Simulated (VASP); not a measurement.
The system is B.

```
CELL_PARAMETERS angstrom
1.88524 0.00000 0.00000
0.00000 1.88524 0.00000
0.00000 0.00000 1.88524
ATOMIC_POSITIONS crystal
B 0.50000 0.50000 0.50000
```

The cell was built by a generator and needn't be a form met in nature.

Program: VASP 6.6.1. Alike in all runs: task band structure; no spin polarisation; cell as given; k mesh 14 × 14 × 14; cutoff (eV) 520; smearing fermi-dirac 0.05 eV.

Task: Order these runs on this cell by their pressure, lowest first.
A. level LDA; potentials or basis VASP PAW LDA potentials, release 64 (B); further INCAR settings ALGO = Fast; EDIFF = 1e-06
B. level BLYP; potentials or basis VASP PAW PBE potentials, release 64 (B); further INCAR settings ALGO = Fast; EDIFF = 1e-06
C. level RPBE; potentials or basis VASP PAW PBE potentials, release 64 (B); further INCAR settings ALGO = Fast; EDIFF = 1e-06
D. level PBE; potentials or basis VASP PAW PBE potentials, release 64 (B); further INCAR settings ALGO = Fast; EDIFF = 1e-06
E. level SCAN; potentials or basis VASP PAW PBE potentials, release 64 (B); further INCAR settings ALGO = Normal; EDIFF = 1e-06

Result: A (-7.1 GPa), E (-1.1 GPa), D (0.4 GPa), C (3.9 GPa), B (8.2 GPa).

Caveats: the PAW data sets were made with another functional, which shifts forces and pressure a little (some runs).
